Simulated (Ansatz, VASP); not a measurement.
MgO2: VASP beside Ansatz

```
CELL_PARAMETERS angstrom
1.60582 0.92712 3.60110
-1.60582 0.92712 3.60110
0.00000 -1.85424 3.60110
ATOMIC_POSITIONS crystal
Mg 0.00000 0.00000 0.00000
O 0.42528 0.42528 0.42528
O 0.57472 0.57472 0.57472
```

Alike in both runs: task single point; functional PBEsol; k mesh 12 × 12 × 12; occupations gaussian, width 0.02 eV; no spin polarisation.

|  | VASP | Ansatz |
| --- | --- | --- |
| version | VASP 6.6.1 | Ansatz 0.2.0 |
| potentials or method | VASP PAW PBE potentials, release 64 (Mg, O) | scalar-relativistic, plane waves, PAW |
| plane-wave cutoff (eV) | 520 | 420 |
| valence electrons in the cell | 14 | 22 |

VASP gave:

```
gap on the k mesh at the Fermi level (eV)       : 1.17
least direct gap on the mesh (eV)               : 1.17
pressure (GPa)                                  : -10.4
largest component of the traceless stress (GPa) : 14.83
rms of the force components (eV/Å)              : 0.900
```

Task: Which values does Ansatz return?

Result: gap on the k mesh at the Fermi level (eV): 1.19; least direct gap on the mesh (eV): 1.19; pressure (GPa): -10.0; largest component of the traceless stress (GPa): 15.30; rms of the force components (eV/Å): 0.937.

Atom by atom the forces differ by 0.036 eV/Å (rms over components). The two sets of potentials don't hold the same shells in valence.

Caveats: the PAW data sets were made with another functional, which shifts forces and pressure a little (VASP). A k mesh can miss the band edges.
